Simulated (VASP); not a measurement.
# CdTe (F-43m) in VASP: Born charges and dielectric tensor with PBE

Aim: the Born charges and dielectric tensor of CdTe with PBE.

Everything below comes from runs of VASP 6.6.1. Logs are shortened: lines on timing, memory, paths and dates and some standing lists are left out, and cuts for length are marked.

**What was measured.**

A printed reference work, data compilation reports, for a bulk crystal of CdTe at 0 K: band gap 1.607 eV.

How close the calculation comes is told below.

### 1 The crystal as given

The structure is cubic, space group F-43m (No. 216). The conventional cell has a = 6.623 Å, b = 6.623 Å, c = 6.623 Å, α = 90.00°, β = 90.00°, γ = 90.00°. Cd (site symmetry -43m) has 4 Te at 2.87 Å as nearest neighbours. Te (site symmetry -43m) has 4 Cd at 2.87 Å as nearest neighbours.

### 2 Born charges and dielectric tensor, PBE

Contents of INCAR:

```
SYSTEM = CdTe
  PREC = Accurate
  ENCUT = 520
  EDIFF = 1E-8
  ISMEAR = 0
  SIGMA = 0.02
  LREAL = .False.
  LASPH = .True.
  NELM = 60
  ALGO = Normal
  ISIF = 2
  LWAVE = .False.
  LCHARG = .False.
  GGA = PE
  LEPSILON = .True.
  IBRION = 8
  NSW = 1
```

Contents of KPOINTS:

```
regular mesh
0
Gamma
  8 8 8
  0 0 0
```

Contents of POSCAR:

```
CdTe                                    
1.0
    0.0000000000      3.3114561204      3.3114561204
    3.3114561204      0.0000000000      3.3114561204
    3.3114561204      3.3114561204      0.0000000000
  Cd              Te            
     1     1
Direct
     0.0000000000000000    0.0000000000000000    0.0000000000000000
     0.2500000000000000    0.2500000000000000    0.2500000000000000
```

Potentials or basis: VASP PAW PBE potentials, release 64 (Cd, Te).

Run with:

```bash
$ cat potpaw_PBE.64/Cd/POTCAR potpaw_PBE.64/Te/POTCAR > POTCAR
$ mpirun -np 1 vasp_std > vasp.out
```

OUTCAR:

```text
SYSTEM = CdTe
   PREC = Accurate
   ENCUT = 520
   EDIFF = 1E-8
   ISMEAR = 0
   LREAL = .False.
   LASPH = .True.
   NELM = 60
   ISIF = 2
   GGA = PE
   LEPSILON = .True.
   IBRION = 8
   NSW = 1

 ion  position               nearest neighbor table
   1  0.000  0.000  0.000-   2 2.87   2 2.87   2 2.87   2 2.87
   2  0.250  0.250  0.250-   1 2.87   1 2.87   1 2.87   1 2.87

  LATTYP: Found a face centered cubic cell.
 ALAT       =     6.6229122408

  Lattice vectors:

 A1 = (   0.0000000000,   3.3114561204,   3.3114561204)
 A2 = (   3.3114561204,   0.0000000000,   3.3114561204)
 A3 = (   3.3114561204,   3.3114561204,   0.0000000000)

Analysis of symmetry for initial positions (statically):
=====================================================================
 Subroutine PRICEL returns:
 Original cell was already a primitive cell.

 Routine SETGRP: Setting up the symmetry group for a
 face centered cubic supercell.

 Subroutine GETGRP returns: Found 24 space group operations
 (whereof 24 operations were pure point group operations)
 out of a pool of 48 trial point group operations.

The static configuration has the point symmetry T_d .

Analysis of symmetry for dynamics (positions and initial velocities):
=====================================================================
 Subroutine PRICEL returns:
 Original cell was already a primitive cell.

 Routine SETGRP: Setting up the symmetry group for a
 face centered cubic supercell.

 Subroutine GETGRP returns: Found 24 space group operations
 (whereof 24 operations were pure point group operations)
 out of a pool of 48 trial point group operations.

The dynamic configuration has the point symmetry T_d .

 Subroutine INISYM returns: Found 24 space group operations
 (whereof 24 operations are pure point group operations),
 and found     1 'primitive' translations

----------------------------------------------------------------------------------------

                                     Primitive cell

  volume of cell :      72.6251

  direct lattice vectors                    reciprocal lattice vectors
     0.000000000  3.311456120  3.311456120    -0.150990979  0.150990979  0.150990979
     3.311456120  0.000000000  3.311456120     0.150990979 -0.150990979  0.150990979
     3.311456120  3.311456120  0.000000000     0.150990979  0.150990979 -0.150990979

  length of vectors
     4.683106157  4.683106157  4.683106157     0.261524046  0.261524046  0.261524046

  position of ions in fractional coordinates (direct lattice)
     0.000000000  0.000000000  0.000000000
     0.250000000  0.250000000  0.250000000

  ion indices of the primitive-cell ions
   primitive index   ion index
                 1           1
                 2           2

----------------------------------------------------------------------------------------

 KPOINTS: regular mesh

Automatic generation of k-mesh.
 Grid dimensions read from file:
 generate k-points for:    8    8    8

 Generating k-lattice:

  Cartesian coordinates                     Fractional coordinates (reciprocal lattice)
    -0.018873872  0.018873872  0.018873872     0.125000000  0.000000000  0.000000000
     0.018873872 -0.018873872  0.018873872     0.000000000  0.125000000  0.000000000
     0.018873872  0.018873872 -0.018873872     0.000000000  0.000000000  0.125000000

  Length of vectors
     0.032690506  0.032690506  0.032690506

  Shift w.r.t. Gamma in fractional coordinates (k-lattice)
     0.000000000  0.000000000  0.000000000

 Subroutine IBZKPT returns following result:
 ===========================================

 Found     29 irreducible k-points:

[... 493 lines left out ...]
     0.000000000  3.311456120  3.311456120    -0.150990979  0.150990979  0.150990979
     3.311456120  0.000000000  3.311456120     0.150990979 -0.150990979  0.150990979
     3.311456120  3.311456120  0.000000000     0.150990979  0.150990979 -0.150990979

 POSITION                                       TOTAL-FORCE (eV/Angst)
 -----------------------------------------------------------------------------------
      0.00000      0.00000      0.00000         0.000000      0.000000      0.000000
      1.65573      1.65573      1.65573        -0.000000     -0.000000     -0.000000
 -----------------------------------------------------------------------------------
    total drift:                               -0.000000     -0.000000     -0.000001

  FREE ENERGIE OF THE ION-ELECTRON SYSTEM (eV)
  ---------------------------------------------------
  free  energy   TOTEN  =        -4.8121136666 eV

  energy  without entropy=       -4.8121136666  energy(sigma->0) =       -4.81211367

 HEAD OF MICROSCOPIC STATIC DIELECTRIC TENSOR (INDEPENDENT PARTICLE, excluding Hartree and local field effects)
 ------------------------------------------------------
          13.156775    -0.000000     0.000000
           0.000000    13.156775     0.000000
          -0.000000     0.000000    13.156775
 ------------------------------------------------------

 Free energy of the ion-electron system (eV)
  ---------------------------------------------------
  ---------------------------------------------------
  free energy    TOTEN  =        -2.53645035 eV

  energy without entropy =       -2.53645035

------------------------ aborting loop because EDIFF is reached ----------------------------------------

--------------------------------------- Ionic step        2  -------------------------------------------

------------------------ aborting loop because EDIFF is reached ----------------------------------------

--------------------------------------- Ionic step        3  -------------------------------------------

------------------------ aborting loop because EDIFF is reached ----------------------------------------

 PIEZOELECTRIC TENSOR FIELD DIRECTION 3  (e Angst)
 -----------------------------------------------------------------------------
    -0.00124 -3.15308  0.00000           (  0.00000  0.07417  0.00000)
    -3.15308 -0.00124  0.00000           (  0.07417  0.00000  0.00000)
     0.00000  0.00000 -0.00086           (  0.00000  0.00000 -0.00000)

 PIEZOELECTRIC TENSOR FIELD DIRECTION 3  (C/m^2)
 -----------------------------------------------------------------------------
    -0.00027 -0.69560  0.00000
    -0.69560 -0.00027  0.00000
     0.00000  0.00000 -0.00019

--------------------------------------- Ionic step        4  -------------------------------------------

------------------------ aborting loop because EDIFF is reached ----------------------------------------

[... ionic steps 5 to 6 ...]

--------------------------------------- Ionic step        7  -------------------------------------------

 Free energy of the ion-electron system (eV)
  ---------------------------------------------------
  ---------------------------------------------------
  free energy    TOTEN  =        -0.04922760 eV

  energy without entropy =       -0.04922760

------------------------ aborting loop because EDIFF is reached ----------------------------------------

 INTERNAL STRAIN TENSOR  FOR ION    2  DIRECTION 1   (eV/Angst):
 -----------------------------------------------------------------------------
     0.01094  0.00000  0.00000
     0.00000 -0.00299 -4.38568
     0.00000 -4.38568 -0.00299

 MACROSCOPIC STATIC DIELECTRIC TENSOR (including local field effects in DFT)
 ------------------------------------------------------
          12.806752     0.000000    -0.000000
           0.000000    12.806752     0.000000
          -0.000000     0.000000    12.806752
 ------------------------------------------------------

 PIEZOELECTRIC TENSOR (including local field effects)  for field in x, y, z        (e  Angst)
          XX          YY          ZZ          XY          YZ          ZX
  --------------------------------------------------------------------------------
  x     0.00000    -0.00000     0.00000     0.00000    -3.17099     0.00000
  y    -0.00000    -0.00000     0.00000     0.00000     0.00000    -3.17099
  z    -0.00000     0.00000    -0.00000    -3.17099     0.00000     0.00000

 PIEZOELECTRIC TENSOR (including local field effects)  for field in x, y, z        (C/m^2)
          XX          YY          ZZ          XY          YZ          ZX
  --------------------------------------------------------------------------------
  x     0.00000    -0.00000     0.00000     0.00000    -0.69955     0.00000
  y    -0.00000    -0.00000     0.00000     0.00000     0.00000    -0.69955
  z    -0.00000     0.00000    -0.00000    -0.69955     0.00000     0.00000

 BORN EFFECTIVE CHARGES (including local field effects) (in |e|, cummulative output)
 ---------------------------------------------------------------------------------
 ion    1
    1     2.40694     0.00000     0.00000
    2     0.00000     2.40694     0.00000
    3     0.00000     0.00000     2.40694
 ion    2
    1    -2.40694     0.00000     0.00000
    2     0.00000    -2.40694     0.00000
    3     0.00000     0.00000    -2.40694

 INTERNAL STRAIN TENSOR FOR ION    2 for displacements in x,y,z  (eV/Angst):
          X           Y           Z          XY          YZ          ZX
  --------------------------------------------------------------------------------
  x    -0.00000    -0.00000    -0.00000     0.00000    -4.38568     0.00000
  y    -0.00000     0.00000    -0.00000     0.00000     0.00000    -4.38568
  z    -0.00000    -0.00000    -0.00000    -4.38568     0.00000     0.00000

 SECOND DERIVATIVES (NOT SYMMETRIZED)
 ------------------------------------
               1X          1Y          1Z          2X          2Y          2Z
  1X    -3.769948    0.000000    0.000000    3.769948    0.000000    0.000000
  1Y     0.000000   -3.769948    0.000000    0.000000    3.769948    0.000000
  1Z     0.000000    0.000000   -3.769948    0.000000    0.000000    3.769948
  2X     3.759832    0.000000    0.000000   -3.759832    0.000000    0.000000
  2Y     0.000000    3.759832    0.000000    0.000000   -3.759832    0.000000
  2Z     0.000000    0.000000    3.759832    0.000000    0.000000   -3.759832

 Eigenvectors and eigenvalues of the dynamical matrix
 ----------------------------------------------------

   1 f  =    3.924020 THz    24.655347 2PiTHz  130.891232 cm-1    16.228437 meV
             X         Y         Z           dx          dy          dz
      0.000000  0.000000  0.000000     0.729597   -0.000000    0.000000
      1.655728  1.655728  1.655728    -0.683878    0.000000    0.000000
[... 21 lines left out ...]
   6 f/i=    0.002630 THz     0.016527 2PiTHz    0.087738 cm-1     0.010878 meV
             X         Y         Z           dx          dy          dz
      0.000000  0.000000  0.000000     0.359273   -0.581903    0.000000
      1.655728  1.655728  1.655728     0.383291   -0.620805    0.000000

--------------------------------------------------------------------------------------------------------

 MACROSCOPIC STATIC DIELECTRIC TENSOR IONIC CONTRIBUTION
 ------------------------------------------------------
           3.834052     0.000000    -0.000000
           0.000000     3.834052    -0.000000
          -0.000000    -0.000000     3.834052
 ------------------------------------------------------

 ELASTIC MODULI CONTR FROM IONIC RELAXATION (kBar)
 Direction    XX          YY          ZZ          XY          YZ          ZX
 --------------------------------------------------------------------------------
 XX          -0.0000      0.0000      0.0000      0.0000     -0.0000      0.0000
 YY           0.0000     -0.0000     -0.0000      0.0000      0.0000      0.0000
 ZZ           0.0000     -0.0000     -0.0000     -0.0000      0.0000      0.0000
 XY           0.0000      0.0000     -0.0000   -118.2073      0.0000      0.0000
 YZ          -0.0000      0.0000      0.0000      0.0000   -118.2073     -0.0000
 ZX           0.0000      0.0000      0.0000      0.0000     -0.0000   -118.2073
 --------------------------------------------------------------------------------

 PIEZOELECTRIC TENSOR IONIC CONTR  for field in x, y, z        (C/m^2)
          XX          YY          ZZ          XY          YZ          ZX
  --------------------------------------------------------------------------------
  x     0.00000    -0.00000    -0.00000    -0.00000     0.63347     0.00000
  y    -0.00000    -0.00000    -0.00000    -0.00000     0.00000     0.63347
  z    -0.00000    -0.00000     0.00000     0.63347    -0.00000    -0.00000
```

Run time: 9.3 min. Hardware: 1 thread of Intel Xeon Platinum 8259CL at 2.50GHz (Skylake/Cascade Lake), shared host; peak memory 0.42 GiB.

What came out:

- Band gap on the k mesh: 0.58 eV, direct
- Electronic dielectric tensor (diagonal): 12.81
- Born charges (mean of the diagonal): Cd +2.41; Te -2.41 e
- Highest phonon frequency at Γ, LO-TO splitting left out: 131 cm⁻¹

Levels at points of the mesh, in eV from the valence-band top:
| k point | band 5 | band 6 | band 7 | band 8 | band 9 | band 10 | band 11 | band 12 | band 13 |
| --- | --- | --- | --- | --- | --- | --- | --- | --- | --- |
| (0.00, 0.00, 0.00) | -7.87 | -7.87 | 0.00 | 0.00 | 0.00 | 0.58 | 4.64 | 4.64 | 4.64 |
| (0.50, 0.00, 0.00) | -7.86 | -7.57 | -4.07 | -0.68 | -0.68 | 1.75 | 5.21 | 5.21 | 7.01 |
| (0.50, 0.50, 0.00) | -7.84 | -7.45 | -4.00 | -1.65 | -1.65 | 2.67 | 2.75 | 8.50 | 8.80 |

Phonon frequencies in cm⁻¹ (negative: imaginary):
| q point | frequencies |
| --- | --- |
| (0.000, 0.000, 0.000) | 0 0 0 131 131 131 |

Electronic dielectric tensor:
```
12.81  0.00  0.00
 0.00 12.81  0.00
 0.00  0.00 12.81
```

Born effective charge tensors (e):
atom 1, Cd
```
2.41 0.00 0.00
0.00 2.41 0.00
0.00 0.00 2.41
```
atom 2, Te
```
-2.41  0.00  0.00
 0.00 -2.41  0.00
 0.00  0.00 -2.41
```

Caveat: the gap is small at this level, which inflates the dielectric constant; spin-orbit coupling is left out, which moves the levels of the heavy elements.

### 3 Against experiment

Step 2. Against the measured gap of CdTe, 1.607 eV (0 K; a printed reference work, data compilation), the calculated 0.58 eV is off by -1.03 eV. So large a miss can be the level of theory's own, or it may mean another phase, state or a wrong row. Spin-orbit coupling on Cd, Te is left out. The value is that of PBE, without temperature or zero-point motion. Semilocal functionals fall short of measured gaps as a rule.
